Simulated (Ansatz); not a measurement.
Runs of Ansatz 0.2.0 on SnSe2. The structure is trigonal, space group P-3m1 (No. 164). Conventional cell: a = 3.811 Å, b = 3.811 Å, c = 6.136 Å, α = 90.00°, β = 90.00°, γ = 120.00°. Sn (site symmetry -3m) is surrounded by 6 Se at 2.68 Å. Around Se (site symmetry 3m) lie 3 Sn at 2.68 Å. 

```csv
task,level,spin,cell,points for each segment of the path,gap on the mesh (eV),pressure (GPa),relaxed volume (Å³/atom),largest force (eV/Å)
relaxation of cell and atoms,PBEsol+D3(BJ)-ATM,off,relaxed,-,0.25,0.0,24.08,-
relaxation of cell and atoms,PBEsol,off,relaxed,-,0.61,0.0,(b),-
band structure,PBEsol,"SOC, no magnetisation",as given,14,0.69,2.5,-,0.60
band structure,PBEsol,off,as given,14,(c),2.5,-,0.60
relaxation of cell and atoms,PBEsol+D4,off,relaxed,-,0.34,0.0,24.46,-
relaxation of cell and atoms,PBEsol+D3(BJ),off,relaxed,-,(a),0.0,23.91,-
```

Alike in all rows: potentials or basis Ansatz PAW; k mesh 8 × 8 × 5; cutoff (eV) 420; smearing fermi-dirac 0.05 eV.

Problem. Estimate the missing entries.

Solution. (a) 0.21; (b) 25.89; (c) 0.74.

Caveats: the PAW data sets come from PBE, with cores solved anew for the run's functional, which leaves a small shift of forces and pressure; spin-orbit coupling is left out, which moves the levels of the heavy elements (some runs); odd divisions of the mesh miss points on the zone boundary, where band edges often lie, so the gap on the mesh can be too wide (some runs); the plane-wave basis is chosen anew once the cell has moved, so the energies of steps on either side of that aren't comparable (some runs); this functional lacks dispersion, which binds the layers, so the pressure and a relaxed spacing across them are unreliable (some runs); the k mesh misses the band edges, so the gap on the mesh is wider than the one along the path (some runs).

A k mesh can miss the band edges, and rows without SOC leave out spin-orbit coupling on Se, Sn.
